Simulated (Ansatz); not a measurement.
Symmetry broken, then relaxed in HfN

Method: DFT PBE, scalar-relativistic, plane waves, PAW (Ansatz 0.2.0). The runs took a 420 eV cutoff, a Γ-centred 12×12×12 mesh and Gaussian smearing (0.15 eV). Spin–orbit coupling is left out, which can shift energies with elements as heavy as these. No spin polarisation. Energies are free energies at this smearing, counted from the undisturbed cell; pressure is positive in compression.

The undisturbed cell (relaxed at this level):

```
Hf N
1.0
     0.00000    2.27390    2.27390
     2.27390    0.00000    2.27390
     2.27390    2.27390    0.00000
Hf N
1 1
Direct
  0.00000 0.00000 0.00000
  0.50000 0.50000 0.50000
```

The atoms are displaced (Å, in the unstrained cell):

```csv
atom,ux,uy,uz
Hf1,0.026,-0.003,-0.043
N2,-0.026,0.003,0.043
```

Cell and atoms are then relaxed.

Question: Does the relaxation return to the undisturbed structure?

Answer: Yes (up to a choice of domain or origin): same space group and volume, and an energy 0.0 meV/atom from it. The disturbance itself cost 27.6 meV/atom. The final space group reads Fm-3m (tolerance 0.05 Å) and the volume changes by -0.03 %.

Final structure:

```
CELL_PARAMETERS angstrom
0.00013 2.27369 2.27364
2.27380 -0.00001 2.27378
2.27368 2.27371 0.00011
ATOMIC_POSITIONS crystal
Hf 0.00000 0.00000 0.00000
N 0.50000 0.50000 0.50000
```

The relaxation, step by step (energy from the first step; small jumps at an unchanged geometry come where the plane waves are selected anew for the new cell):

| step | ΔE (meV/atom) | largest force component (eV/Å) | pressure (GPa) |
| --- | --- | --- | --- |
| 1 | 0.0 | 0.946 | 1.19 |
| 2 | -25.1 | 0.288 | 0.50 |
| 3 | -27.6 | 0.001 | 0.12 |
| 4 | -27.6 | 0.000 | 0.01 |
| 5 | -27.6 | 0.000 | 0.01 |